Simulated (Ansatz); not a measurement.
NaCl:

```xyz
2
Lattice="0.0000 2.7941 2.7941 2.7941 0.0000 2.7941 2.7941 2.7941 0.0000" Properties=species:S:1:pos:R:3 pbc="T T T"
Cl    2.7941    2.7941    2.7941
Na    0.0000    0.0000    0.0000
```

The cell is a database's computed one.

* Program: Ansatz 0.2.0
* Task: relaxation of cell and atoms
* Functional: BLYP
* Dispersion: D3(BJ)
* Potentials or basis: Ansatz PAW
* Cutoff: 420 eV (not typed: the program's choice for these potentials)
* k mesh: 8 × 8 × 8
* Occupations: fermi-dirac, width 0.05 eV
* Spin: no spin polarisation

At the start: volume 21.81 Å³/atom.

Problem. Where does the relaxation end?

Solution. It ends after 4 steps and the volume is 20.82 Å³/atom (-4.5 %); space group Fm-3m (No. 225, to 0.05 Å).

The path:
| step | energy change (eV) | largest force (eV/Å) | volume (Å³) |
| --- | --- | --- | --- |
| 1 | 0.0000 | 0.0000 | 43.63 |
| 2 | -0.0073 | 0.0000 | 42.26 |
| 3 | -0.0081 | 0.0000 | 41.64 |
| 4 | -0.0080 | 0.0000 | 41.64 |

Final structure:
```yaml
crystal:
  lattice:
    - [0.00000, 2.75103, 2.75103]
    - [2.75103, 0.00000, 2.75103]
    - [2.75103, 2.75103, 0.00000]
  atoms:
    - { symbol: Cl, position: [0.50000, 0.50000, 0.50000] }
    - { symbol: Na, position: [0.00000, 0.00000, 0.00000] }
```

Caveat: the plane-wave basis is chosen anew once the cell has moved, so the energies of steps on either side of that aren't comparable; the PAW data sets come from PBE, with cores solved anew for the run's functional, which leaves a small shift of forces and pressure.
